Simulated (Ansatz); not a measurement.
Task: a band structure of PbS, space group C2, with Ansatz 0.2.0, Python API. Give the script and its output. Settings: PBEsol, PAW, cutoff 517 eV, 4×4×1 k-points, fixed occupations.

The script reads `pbs.vasp`:
```text
PbS
1.0
   2.98282379   -2.98530711    0.00000000
   2.98282379    2.98530711    0.00000000
  -2.09832829    0.00000000   22.20667155
Pb S
2 2
Direct
   0.73256072    0.72211673    0.93569844
   0.27788327    0.26743928    0.06430156
   0.24594568    0.21578967    0.94437296
   0.78421033    0.75405432    0.05562704
```

`bands_pbs.py`:
```python
from collections import Counter
import json
import logging
import sys
import warnings

import ansatz
from ase.io import read
import numpy as np

logging.basicConfig(stream=sys.stdout, format='%(name)s: %(message)s')
log = logging.getLogger('run')
log.setLevel(logging.INFO)

warnings.simplefilter('ignore', ansatz.DeckWarning)

atoms = read('pbs.vasp', format='vasp')
xtal = ansatz.Crystal.from_ase(atoms)

path = [
    ('I', (-0.5037, -0.4963, 0.5)),
    ('M_2', (-0.5, -0.5, 0.5)),
    ('G', (0.0, 0.0, 0.0)),
    ('Y', (-0.5, 0.5, 0.0)),
]
base = (
    xtal.calculation()
    .functional('pbesol')
    .pseudopotentials('paw')
    .basis(19 * ansatz.Ha)
    .kpoints(4, 4, 1)
    .occupations('fixed')
    .scf(tolerance=1e-09)
    .band_structure([point for _, point in path], intervals=4)
    .scf(extra_bands=8)
)
result = base.run(events_out='events.ndjson')
summary = result.report
with open('events.ndjson') as stream:
    kinds = Counter(json.loads(line)['event'] for line in stream)
print('events:', {kind: kinds[kind] for kind in ('scf_iter', 'scf_done', 'notice', 'finished')})

n_atoms = len(summary['lattice']['sites'])
print('F =', round(summary['free_energy_ev'], 4), 'eV for', n_atoms, 'atoms')
print('E(sigma -> 0) =', round(summary['energy_sigma0_ev'], 4), 'eV, TS =', round(summary['entropy_ts_ev'], 5), 'eV')
print('closed by', summary['closed_by'], 'after', summary['n_iterations'], 'iterations')

bands = result.band_structure()
fermi = bands.fermi_energy_ev
log.info(f'zero of the bands: {fermi:.3f} eV, the Fermi level found on the SCF mesh')
for spin, channel in enumerate(bands.channels):
    print('channel', spin, '- computed levels within 4 eV of the Fermi level')
    for i, (label, _) in enumerate(path):
        levels = channel.eigenvalues_ev[i * 4] - fermi
        print(f'  {label:3s}', ' '.join(f'{e:7.3f}' for e in levels if abs(e) < 4))
```

```console
$ python bands_pbs.py
events: {'scf_iter': 8, 'scf_done': 1, 'notice': 2, 'finished': 1}
F = -25281.4643 eV for 4 atoms
E(sigma -> 0) = -25281.4643 eV, TS = 0.0 eV
closed by deck_thresholds after 8 iterations
run: zero of the bands: -1.571 eV, the Fermi level found on the SCF mesh
channel 0 - computed levels within 4 eV of the Fermi level
  I    -2.578  -2.576  -1.246  -1.237
  M_2  -2.580  -2.576  -1.245  -1.237
  G    -2.967  -2.344  -2.341  -1.197  -1.196  -0.007   2.175
  Y    -2.580  -2.576  -1.245  -1.237
```

Reading the output:
- Absolute energies stand on the zero of these potentials, so only differences at equal settings mean something. A total without «per atom» is that of the cell as typed.
- The cell holds layers, chains or clusters in vacuum, no bulk phase.
- The computed bands are complete only to about 5.5 eV above the Fermi level.
- Under fixed occupations the level called the Fermi level is the highest filled one on the SCF mesh; off the mesh a filled band can lie a little above it.
- Legs of the path along the vacuum direction only repeat the in-plane bands.
- This cell is a computed structure, which may not be the phase found in nature.
- Levels are Kohn-Sham eigenvalues on this mesh, without spin-orbit coupling.
- It ran for 18 s on 1 thread of Intel(R) Xeon(R) Processor @ 2.30GHz, with other jobs on the host, peak memory 0.74 GiB.
